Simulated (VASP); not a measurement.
A run of VASP 6.6.1 is set up as follows.

The input INCAR:

```
SYSTEM = HN2F
ALGO     = Normal         ! electronic algorithm
EDIFF    = 1E-6           ! SCF threshold, eV
ENCUT    = 520            ! plane-wave cutoff, eV
GGA      = PE             ! functional
ISIF     = 2              ! what is computed and relaxed
ISMEAR   = -1             ! smearing method
IVDW     = 12             ! dispersion correction
LASPH    = .TRUE.         ! aspherical terms in the spheres
LCHARG   = .FALSE.        ! write CHGCAR
LREAL    = Auto         
LWAVE    = .FALSE.        ! write WAVECAR
NBANDS   = 61             ! bands
NELM     = 60             ! most SCF steps
PREC     = Accurate       ! precision mode
SIGMA    = 0.02           ! smearing width, eV
```

KPOINTS

```
k-points
0
G
  1 1 1
  0 0 0
```

The input POSCAR:

```
HN2F
1.0
    7.9686270000      0.0000000000      0.0000000000
    0.0000000000      7.9686270000      0.0000000000
    0.0000000000      0.0000000000      7.9686270000
N F H
10 5 5
Direct
    0.7792169278      0.7623918283      0.3292245452
    0.8165611254      0.7040418594      0.2093585938
    0.2993958475      0.5474957226      0.5056350372
    0.1858140938      0.4841090346      0.4593863998
    0.5876285721      0.3079722095      0.2425335845
    0.6726686162      0.1989026726      0.2496853987
    0.7890304625      0.3811273729      0.7889215887
    0.8891090049      0.4450900005      0.8593279321
    0.1105395758      0.0743394206      0.1782456608
    0.1813381464      0.1221850276      0.0697100877
    0.3298278663      0.2780168803      0.7776182275
    0.8644698330      0.8189343485      0.7547171700
    0.5641916504      0.6818187145      0.6877168217
    0.3588979371      0.7661055571      0.1712803373
    0.1657205577      0.5253356812      0.0510530498
    0.2919622956      0.2235175583      0.8754211154
    0.7582014928      0.7845540053      0.7140559358
    0.4807263382      0.6423320307      0.6120152480
    0.2896059109      0.6856847477      0.1180524242
    0.0677480456      0.5267084278     -0.0172371581
```

Potentials or basis: VASP PAW PBE potentials, release 64 (N, F, H).

Command:

```bash
$ cat potpaw_PBE.64/N/POTCAR potpaw_PBE.64/F/POTCAR potpaw_PBE.64/H/POTCAR > POTCAR
$ mpirun -np 1 vasp_gam > vasp.out
```

Problem. What does it give for the dispersion energy per atom?

Solution. -0.027 eV.

Problem. What does it give for the band gap on the k mesh?

Solution. 6.37 eV, direct.

Problem. Predict the pressure.

Solution. 0.7 GPa.

Problem. Predict the largest force.

Solution. 1.805 eV/Å.

Forces on the atoms (eV/Å):
```
N   -0.427  0.635  1.305
N    0.420 -0.648 -1.314
N    1.442  0.808  0.587
N   -1.440 -0.792 -0.589
N   -0.950  1.186 -0.059
N    0.947 -1.190  0.059
N   -1.307 -0.833 -0.925
N    1.310  0.814  0.916
N   -0.889 -0.602  1.365
N    0.898  0.606 -1.371
F    0.071  0.112 -0.208
F    0.126  0.022  0.019
F    0.099  0.063  0.123
F    0.172  0.213  0.135
F    0.161  0.016  0.117
H   -0.086 -0.113  0.213
H   -0.146 -0.045 -0.044
H   -0.070 -0.032 -0.080
H   -0.182 -0.224 -0.148
H   -0.149  0.002 -0.102
```

Caveat: the standard files for N, O and F lose accuracy on very short bonds. Expect the measured gap to be larger: semilocal functionals such as PBE lack the derivative discontinuity.
